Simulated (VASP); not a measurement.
**Ta: equation of state with PBEsol**

**What was measured.**

From “Refinement of the equation of state of tantalum”, 2004, arxiv:cond-mat/0403080, for a bulk crystal of Ta: bulk modulus 194 GPa.

Crystal: Ta.

```xyz
1
Lattice="-1.6457 1.6457 1.6457 1.6457 -1.6457 1.6457 1.6457 1.6457 -1.6457" Properties=species:S:1:pos:R:3 pbc="T T T"
Ta    0.0000    0.0000    0.0000
```

| Quantity | Value |
| --- | --- |
| Program | VASP 6.6.1 |
| Task | equation of state |
| Functional | PBEsol |
| Potentials or basis | VASP PAW PBE potentials, release 64 (Ta_pv) |
| Cutoff | 520 eV |
| k mesh | 10 × 10 × 10 |
| Occupations | fermi-dirac, width 0.05 eV |
| Spin | no spin polarisation |
| Ladder | gaps |
| Further INCAR settings | ALGO = Normal; EDIFF = 1e-07 |

| Property | Result |
| --- | --- |
| Equilibrium volume | 17.83 Å³/atom |
| Bulk modulus | 214 GPa |
| Pressure derivative of the bulk modulus | 3.6 (rough: it moves with the points fitted) |

Energy against volume, from the lowest point:
```tsv
volume (Å³/atom)	energy (meV/atom)
17.114	20.38
17.471	4.95
17.827	0.00
18.184	4.59
18.540	17.90
```

All runs of the series together: 43 s on 1 thread of AMD EPYC 7R13 Processor (Zen 3) (shared host).

Measured bulk modulus of Ta: 194 GPa (quoted in “Refinement of the equation of state of tantalum”, 2004, arxiv:cond-mat/0403080). This calculation gives 214 GPa (+10.5 %). The fit is for a static lattice scaled at fixed shape and fixed fractional positions.

Caveat: the PAW data sets were made with another functional, which shifts forces and pressure a little. Spin-orbit coupling is left out, which matters for the levels of Ta.
